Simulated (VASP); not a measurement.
Bi:

```xyz
2
Lattice="2.2675 1.3091 3.9380 -2.2675 1.3091 3.9380 0.0000 -2.6183 3.9380" Properties=species:S:1:pos:R:3 pbc="T T T"
Bi    0.0000    0.0000    9.0495
Bi    0.0000    0.0000    2.7645
```

* Program: VASP 6.6.1
* Task: relaxation of cell and atoms
* Functional: r2SCAN
* Potentials or basis: VASP PAW PBE potentials, release 64 (Bi_d)
* Cutoff: 600 eV
* k mesh: 6 × 6 × 6
* Occupations: gaussian, width 0.02 eV
* Spin: no spin polarisation

At the start: pressure 1.2 GPa; volume 35.07 Å³/atom.

Task: Where does the relaxation end?

Result: Over 10 steps the energy falls by 8.7 meV/atom and the volume is 36.78 Å³/atom (+4.9 %); space group R-3m (No. 166, to 0.05 Å).

Step by step:
| step | energy change (eV) | largest force (eV/Å) | pressure (GPa) | volume (Å³) |
| --- | --- | --- | --- | --- |
| 1 | 0.0000 | 0.0535 | 1.24 | 70.14 |
| 2 | -0.0073 | 0.2076 | -0.54 | 72.94 |
| 3 | -0.0083 | 0.1647 | -0.10 | 72.21 |
| 4 | -0.0119 | 0.1193 | -0.08 | 72.47 |
| 5 | -0.0162 | 0.0155 | 0.05 | 72.98 |
| 6 | -0.0123 | 0.2258 | 0.41 | 73.98 |
| 7 | -0.0168 | 0.0510 | 0.15 | 73.25 |
| 8 | -0.0170 | 0.0084 | -0.23 | 73.93 |
| 9 | -0.0171 | 0.0142 | -0.09 | 73.68 |
| 10 | -0.0173 | 0.0042 | 0.00 | 73.55 |

Final structure:
```xyz
2
Lattice="2.2689 1.3099 4.1247 -2.2689 1.3099 4.1247 0.0000 -2.6199 4.1247" Properties=species:S:1:pos:R:3 pbc="T T T"
Bi    0.0000    0.0000    9.5143
Bi    0.0000    0.0000    2.8597
```

Caveat: the PAW data sets were made with another functional, which shifts forces and pressure a little.
